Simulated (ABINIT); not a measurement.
Crystal: InP.

```
CELL_PARAMETERS angstrom
0.00000 2.93050 2.93050
2.93050 0.00000 2.93050
2.93050 2.93050 0.00000
ATOMIC_POSITIONS crystal
In 0.00000 0.00000 0.00000
P 0.75000 0.75000 0.75000
```

Base run:

| Item | Value |
| --- | --- |
| Program | ABINIT 10.8.3 (patched build) |
| Functional | PBE |
| Potentials or basis | JTH PAW PBE v2.0 |
| Cutoff | 544 eV |
| k mesh | 8 × 8 × 8 |
| Occupations | fermi-dirac, width 0.05 eV |
| Spin | no spin polarisation |

Its results: band gap on the k mesh 0.70 eV, direct.

Problem. The run is repeated on the same cell with these changes: functional from PBE to BP86. What comes out?

Solution. Band gap on the k mesh 0.61 eV, direct.

Caveats: spin-orbit coupling is left out, which moves the levels of the heavy elements.

